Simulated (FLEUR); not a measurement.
# Ga: equation of state with PBEsol

Ga:

```
CELL_PARAMETERS angstrom
-1.38440 1.38440 2.31122
1.38440 -1.38440 2.31122
1.38440 1.38440 -2.31122
ATOMIC_POSITIONS crystal
Ga 0.00000 0.00000 0.00000
```

This isn't the form of Ga at room conditions, which is orthorhombic.

```yaml
Program: FLEUR MaX-R8.1 (later development tree)
Task: equation of state
Functional: PBEsol
Potentials_or_basis: all-electron
Basis: FLAPW
Kmax: 4.14 1/bohr
k_mesh: 13 × 13 × 13
Occupations: fermi-dirac, width 0.05 eV
Spin: no spin polarisation
Gmax: 12.8 1/bohr
Muffin-tin_radii: Ga 2.37 bohr
lmax: Ga 10
lnonsphr: Ga 10
Local_orbitals_a_species: Ga 6
```

* Equilibrium volume: 17.64 Å³/atom
* Bulk modulus at fixed shape and positions: 62 GPa
* Pressure derivative of the bulk modulus: 5.4

Energy against volume, from the lowest point:
```csv
volume (Å³/atom),energy (meV/atom)
16.655,11.89
17.010,4.58
17.364,0.75
17.718,0.00
18.073,1.91
18.427,6.23
18.781,12.61
```

Caveat: the cell was scaled at fixed shape and fractional positions, which overstates the stiffness of a crystal with free parameters, most of all of layers and chains.
